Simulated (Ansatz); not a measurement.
Space group I4/mmm (No. 139). a = 3.464 Å, b = 3.464 Å, c = 4.238 Å, α = 90.00°, β = 90.00°, γ = 90.00°
| atom | site | symmetry | x | y | z |
| --- | --- | --- | --- | --- | --- |
| Hf | 2a | 4/mmm | 0.0000 | 0.0000 | 0.0000 |
| H | 4d | -4m2 | 0.0000 | 0.5000 | 0.2500 |

Equation of state of this HfH$_{2}$ structure (not necessarily the ground state), with shape and atoms relaxed at each volume where symmetry leaves them free. It has no gap at any of these volumes. Method: DFT PBEsol, scalar-relativistic, plane waves, PAW (Ansatz).

Plane waves to 420 eV, a k mesh through Γ of 16×16×16 on the computed 3-atom cell and Gaussian smearing (0.10 eV); no spin polarisation.

| V (Å³/atom) | E − E(largest V) (meV/atom) | P (GPa) |
| --- | --- | --- |
| 7.459 | 35.56 | 24.54 |
| 7.713 | 2.77 | 17.00 |
| 7.968 | -18.95 | 10.51 |
| 8.222 | -31.05 | 4.88 |
| 8.476 | -34.81 | -0.02 |
| 8.730 | -31.33 | -4.28 |
| 8.985 | -21.52 | -7.99 |
| 9.324 | 0.00 | -12.19 |

Problem. Fit a third-order Birch–Murnaghan equation to E(V).

Solution. V0 = 8.48 Å³/atom, B0 = 152 GPa, B0' = 3.6.

Spin-orbit coupling is left out, which matters for the bands of heavy elements.